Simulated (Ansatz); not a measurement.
Ta3N5 (Cmcm), computed twice by G0W0.

```xyz
16
Lattice="1.9431 -5.1059 0.0000 1.9431 5.1059 0.0000 0.0000 0.0000 10.2624" Properties=species:S:1:pos:R:3 pbc="T T T"
Ta    1.9431   -3.0932    2.5656
Ta    1.9431    3.0932    7.6968
Ta    1.9431   -3.7319    5.7373
Ta    1.9431    3.7319    0.6061
Ta    1.9431    3.7319    4.5251
Ta    1.9431   -3.7319    9.6563
N     1.9431    2.6879    2.5656
N     1.9431   -2.6879    7.6968
N     1.9431   -4.6258    1.2263
N     1.9431    4.6258    6.3575
N     1.9431    4.6258    9.0361
N     1.9431   -4.6258    3.9049
N     1.9431   -1.9543    0.7572
N     1.9431    1.9543    5.8884
N     1.9431    1.9543    9.5052
N     1.9431   -1.9543    4.3740
```

The cell and positions come from the Crystallography Open Database and are kept as given unless a step says otherwise. Spin-orbit coupling is left out unless a run names it. PAW set soft_2, made with PBE.

The first (Ansatz 0.2.0; start r2SCAN, 4×4×2 mesh, 1024 empty bands, screening to 170 eV; 1 × NVIDIA H100 80GB HBM3 (shared by 6 runs) with 3 threads of AMD EPYC 7R13 (Zen 3), shared host) gave, on its mesh: starting gap 1.59 eV, G0W0 gap 1.95 eV, RPA ε∞ (mean) 9.46, 4.3 min.

The second gave: starting gap 1.59 eV, G0W0 gap 1.73 eV, RPA ε∞ (mean) 9.62, 39 s.

Q: What was changed in the input? Choose among start, files, mesh, bands and cutoff, frequency model or another key.

Changed: empty bands from 1024 to 168 and screening cutoff (eV) from 170.0 to 51. The starting gap stayed, which rules out the functional and points to the GW step. Other changes could give like numbers; this is the one that was made.

Limits: not at the basis limit; no spin-orbit coupling.

[Paths, hosts, dates, memory and timing lines, banners, echoed tables and standing remarks are left out of the program output.]

[Logs are printed without paths, hosts, clocks, repeated set-up lines and the standing remarks that a program may print on its own settings, such as how far it seeks lower states.]

[Runs of the session that timed out or met a known fault of the program may be left out.]

[Cells called generated may have been cut or substituted from an entry of the Crystallography Open Database or the Materials Project.]

[Hosts, paths, dates, database ids (printed as entryN), source tags and the programs' standing remarks are cut or masked in the printed files.]
